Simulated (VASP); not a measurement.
# Si under biaxial strain, part 2 of 2

How does Si answer to strain in the plane, when the third axis is free? The starting structure is a measured crystal structure from the Crystallography Open Database. All runs use LDA. The equilibrium cell comes from relaxations that aren't shown. The strained plane is (001) of the cubic or hexagonal setting. Its Cartesian x and y axes are then stretched or squeezed alike, and the third axis is relaxed.

VASP 6.6.1.

Results so far: no strain 0.1 GPa; -2 % along x and y 2.6 GPa; +2 % along x and y -2.1 GPa; -1 % along x and y 1.3 GPa.

### Step 6. Relaxation at +1 % along x and y

Level of this step: LDA; plane waves and PAW (Si) (VASP).

This run starts from the cell of an earlier relaxation, which isn't shown; the restart sets up the plane waves anew.

File INCAR:

```
SYSTEM = Si
PREC = Accurate
ENCUT = 500
EDIFF = 1E-07
NELM = 100
ISMEAR = 0
SIGMA = 0.03
LREAL = .FALSE.
ALGO = Normal
GGA = CA
NBANDS = 14
LORBIT = 11
LWAVE = .FALSE.
LCHARG = .FALSE.
KPAR = 8
IBRION = 2
NSW = 50
ISIF = 3
EDIFFG = -0.003
LATTICE_CONSTRAINTS = .FALSE. .FALSE. .TRUE.
```

File POSCAR:

```
Si
1.0
    3.8589904227      0.0000000000      0.0000000000
    0.0000000000      3.8589904227      0.0000000000
    0.0000000000      0.0000000000      5.3531808773
Si
4
Direct
    0.0000000000      0.0000000000      0.5000000000
    0.5000000000      0.5000000000      0.0000000000
    0.5000000000      0.0000000000      0.7500000000
    0.0000000000      0.5000000000      0.2500000000
```

File KPOINTS:

```
Automatic mesh
0
Gamma
6 6 4
0 0 0
```

Potentials, in the order of the species: Si (LDA family, release 64).

Command:

```
$ mpirun -np 8 vasp_std
```

Output:

```text
[... set-up lines as in an earlier step ...]
 entering main loop
       N       E                     dE             d eps       ncg     rms          rms(c)
DAV:   1     0.276039500635E+02    0.27604E+02   -0.59760E+03   840   0.913E+02
DAV:   2    -0.221110231268E+02   -0.49715E+02   -0.45122E+02  1126   0.130E+02
DAV:   3    -0.243146205083E+02   -0.22036E+01   -0.21809E+01  1092   0.268E+01
DAV:   4    -0.243454580959E+02   -0.30838E-01   -0.30825E-01   990   0.412E+00
[...]
DAV:  10    -0.238147388727E+02   -0.27305E-04   -0.61294E-05   990   0.483E-02    0.798E-02
DAV:  11    -0.238147399206E+02   -0.10479E-05   -0.36524E-06  1056   0.122E-02    0.148E-03
DAV:  12    -0.238147399272E+02   -0.65063E-08   -0.39244E-08   684   0.144E-03
   1 F= -.23814740E+02 E0= -.23814740E+02  d E =-.238147E+02
[...]
reached required accuracy - stopping structural energy minimisation
```

It took 2.2 s on 8 MPI ranks of Intel Xeon 6975P-C (Granite Rapids), shared host; peak memory 1.2 GiB; 14 s of CPU time.

From OUTCAR (step 6):

```text
  Total       -0.7588639     -0.7588639      0.0001020      0.0000000      0.0000000      0.0000000
  in kB      -15.2515904    -15.2515904      0.0020496      0.0000000      0.0000000      0.0000000
  external PRESSURE =     -10.1670437 kB  Pullay stress =       0.0000000 kB

 POSITION                                       TOTAL-FORCE (eV/Angst)
 -----------------------------------------------------------------------------------
      0.00000      0.00000      2.67659         0.000000      0.000000      0.000000
      1.92950      1.92950      0.00000         0.000000     -0.000000     -0.000000
      1.92950      0.00000      4.01489        -0.000000      0.000000     -0.000000
      0.00000      1.92950      1.33830        -0.000000     -0.000000     -0.000000
 -----------------------------------------------------------------------------------
    total drift:                               -0.000000      0.000000     -0.000000

  FREE ENERGIE OF THE ION-ELECTRON SYSTEM (eV)
  ---------------------------------------------------
  free  energy   TOTEN  =       -23.8147399272 eV

  energy  without entropy=      -23.8147399272  energy(sigma->0) =      -23.81473993

[... 2 parts as in an earlier step ...]

[... 2 further parts left out ...]
[key lines of the parts left out:]
E-fermi :   6.0621
```

+1 % along x and y: 19.930 Å³ an atom and a mean stress of -1.02 GPa, with a third cell vector of 5.353 Å, and 0.302 eV of gap on the mesh.

### Step 7. Relaxation at -3 % along x and y

This run starts from the cell of an earlier relaxation, which isn't shown; the restart sets up the plane waves anew.

INCAR is that of step 6.

File POSCAR:

```
Si
1.0
    3.7061591188      0.0000000000      0.0000000000
    0.0000000000      3.7061591188      0.0000000000
    0.0000000000      0.0000000000      5.5255645912
Si
4
Direct
    0.0000000000      0.0000000000      0.5000000000
    0.5000000000      0.5000000000      0.0000000000
    0.5000000000      0.0000000000      0.7500000000
    0.0000000000      0.5000000000      0.2500000000
```

KPOINTS is that of step 6.

Command:

```
$ mpirun -np 8 vasp_std
```

Output:

```text
[... set-up lines as in an earlier step ...]
 entering main loop
       N       E                     dE             d eps       ncg     rms          rms(c)
DAV:   1     0.273470175763E+02    0.27347E+02   -0.58930E+03   840   0.907E+02
DAV:   2    -0.222696336544E+02   -0.49617E+02   -0.45228E+02  1126   0.131E+02
DAV:   3    -0.243059036314E+02   -0.20363E+01   -0.20145E+01  1098   0.262E+01
DAV:   4    -0.243335047580E+02   -0.27601E-01   -0.27594E-01   984   0.389E+00
[...]
DAV:  10    -0.237340317500E+02   -0.23769E-04   -0.65629E-05   972   0.506E-02    0.789E-02
DAV:  11    -0.237340323011E+02   -0.55112E-06   -0.38117E-06  1038   0.124E-02    0.230E-03
DAV:  12    -0.237340323034E+02   -0.23015E-08   -0.43456E-08   678   0.149E-03
   1 F= -.23734032E+02 E0= -.23734032E+02  d E =-.237340E+02
[...]
reached required accuracy - stopping structural energy minimisation
```

It took 2.2 s on 8 MPI ranks; peak memory 1.2 GiB; 13 s of CPU time.

Parts of OUTCAR (step 7):

```text
  Total        2.8089249      2.8089249      0.0003017      0.0000000      0.0000000      0.0000000
  in kB       59.2960732     59.2960732      0.0063685      0.0000000      0.0000000      0.0000000
  external PRESSURE =      39.5328383 kB  Pullay stress =       0.0000000 kB

 POSITION                                       TOTAL-FORCE (eV/Angst)
 -----------------------------------------------------------------------------------
      0.00000      0.00000      2.76278        -0.000000     -0.000000      0.000000
      1.85308      1.85308      0.00000        -0.000000     -0.000000     -0.000000
      1.85308      0.00000      4.14417         0.000000      0.000000     -0.000000
      0.00000      1.85308      1.38139         0.000000      0.000000     -0.000000
 -----------------------------------------------------------------------------------
    total drift:                               -0.000000      0.000000     -0.000000

  FREE ENERGIE OF THE ION-ELECTRON SYSTEM (eV)
  ---------------------------------------------------
  free  energy   TOTEN  =       -23.7340323034 eV

  energy  without entropy=      -23.7340323026  energy(sigma->0) =      -23.73403230

[... 2 parts as in an earlier step ...]

[... 2 further parts left out ...]
[key lines of the parts left out:]
E-fermi :   6.5852
```

-3 % along x and y: 18.974 Å³ an atom and a mean stress of 3.95 GPa, with a third cell vector of 5.526 Å, and 0.222 eV of gap on the mesh.

### Step 8. Relaxation at +3 % along x and y

This run starts from the cell of an earlier relaxation, which isn't shown; the restart sets up the plane waves anew.

INCAR is that of step 7.

File POSCAR:

```
Si
1.0
    3.9354060746      0.0000000000      0.0000000000
    0.0000000000      3.9354060746      0.0000000000
    0.0000000000      0.0000000000      5.2523102730
Si
4
Direct
    0.0000000000      0.0000000000      0.5000000000
    0.5000000000      0.5000000000      0.0000000000
    0.5000000000      0.0000000000      0.7500000000
    0.0000000000      0.5000000000      0.2500000000
```

KPOINTS is that of step 7.

Command:

```
$ mpirun -np 8 vasp_std
```

Output:

```text
[... set-up lines as in an earlier step ...]
 entering main loop
       N       E                     dE             d eps       ncg     rms          rms(c)
DAV:   1     0.272388801181E+02    0.27239E+02   -0.59686E+03   840   0.910E+02
DAV:   2    -0.220762604398E+02   -0.49315E+02   -0.44669E+02  1122   0.129E+02
DAV:   3    -0.242252071974E+02   -0.21489E+01   -0.21264E+01  1104   0.263E+01
DAV:   4    -0.242547508889E+02   -0.29544E-01   -0.29534E-01  1014   0.405E+00
[...]
DAV:  10    -0.237545355487E+02   -0.30759E-04   -0.86310E-05  1050   0.579E-02    0.118E-01
DAV:  11    -0.237545334122E+02    0.21365E-05   -0.13054E-05  1002   0.216E-02    0.376E-03
DAV:  12    -0.237545334233E+02   -0.11086E-07   -0.13397E-07   852   0.239E-03
   1 F= -.23754533E+02 E0= -.23754414E+02  d E =-.237545E+02
[...]
reached required accuracy - stopping structural energy minimisation
```

Elapsed: 2.6 s, on 8 MPI ranks; peak memory 1.3 GiB; 17 s of CPU time.

OUTCAR, selected parts (step 8):

```text
  Total       -2.2337428     -2.2337428     -0.0083436      0.0000000      0.0000000      0.0000000
  in kB      -43.9961084    -43.9961084     -0.1643368      0.0000000      0.0000000      0.0000000
  external PRESSURE =     -29.3855179 kB  Pullay stress =       0.0000000 kB

 POSITION                                       TOTAL-FORCE (eV/Angst)
 -----------------------------------------------------------------------------------
      0.00000      0.00000      2.62616         0.000000      0.000000      0.000000
      1.96770      1.96770      0.00000        -0.000000      0.000000     -0.000000
      1.96770      0.00000      3.93923         0.000000     -0.000000      0.000000
      0.00000      1.96770      1.31308        -0.000000     -0.000000     -0.000000
 -----------------------------------------------------------------------------------
    total drift:                               -0.000000      0.000000      0.000000

  FREE ENERGIE OF THE ION-ELECTRON SYSTEM (eV)
  ---------------------------------------------------
  free  energy   TOTEN  =       -23.7545334233 eV

  energy  without entropy=      -23.7542949019  energy(sigma->0) =      -23.75441416

[... 2 parts as in an earlier step ...]

[... 2 further parts left out ...]
[key lines of the parts left out:]
E-fermi :   5.8101
```

+3 % along x and y: 20.336 Å³ an atom and a mean stress of -2.94 GPa, with a third cell vector of 5.252 Å, and no clear gap on the mesh.

### Step 9. The runs compared

| run | volume (Å³/atom) | mean stress, as a pressure (GPa) | third cell vector (Å) | gap on the mesh (eV) | core minutes |
| --- | --- | --- | --- | --- | --- |
| -3 % along x and y | 18.974 | 3.95 | 5.526 | 0.222 | 0.293 |
| -2 % along x and y | 19.218 | 2.6 | 5.483 | 0.343 | 0.293 |
| -1 % along x and y | 19.459 | 1.32 | 5.44 | 0.462 | 0.293 |
| no strain | 19.697 | 0.11 | 5.397 | 0.475 | 0.293 |
| +1 % along x and y | 19.93 | -1.02 | 5.353 | 0.302 | 0.293 |
| +2 % along x and y | 20.159 | -2.08 | 5.309 | 0.134 | 0.347 |
| +3 % along x and y | 20.336 | -2.94 | 5.252 | none | 0.347 |

Core minutes are wall time times ranks of the run shown, on a shared host.

### Step 10. Summary of results

| Property | Result |
| --- | --- |
| mean stress, as a pressure at -3 % along x and y | 3.95 GPa |
| mean stress, as a pressure at -2 % along x and y | 2.60 GPa |
| mean stress, as a pressure at -1 % along x and y | 1.32 GPa |
| mean stress, as a pressure at no strain | 0.11 GPa |
| mean stress, as a pressure at +1 % along x and y | -1.02 GPa |
| mean stress, as a pressure at +2 % along x and y | -2.08 GPa |
| mean stress, as a pressure at +3 % along x and y | -2.94 GPa |

In words: From -3 % along x and y to +3 % along x and y the third cell vector of Si goes from 5.526 to 5.252 Å and the volume from 18.97 to 20.34 Å³ an atom. The gap on the mesh doesn't change in one direction: 0.22, 0.34, 0.46, 0.48, 0.30, 0.13, none eV. Semilocal functionals give gaps that are too small, spin-orbit coupling is left out, and the mesh may miss the true band edges, by more at some strains than at others. A run without a gap counts as a metal by its occupations. Where bands change their order, the gap's trend can turn. Further runs on this material are not shown.

[Lines on the potential files, build, host, timing and source positions are cut from VASP's logs without a mark.]

[Logs are printed without paths, hosts, clocks, repeated set-up lines and the standing remarks that a program may print on its own settings, such as how far it seeks lower states.]

[Hosts, paths, dates, database ids (printed as entryN), source tags and the programs' standing remarks are cut or masked in the printed files.]
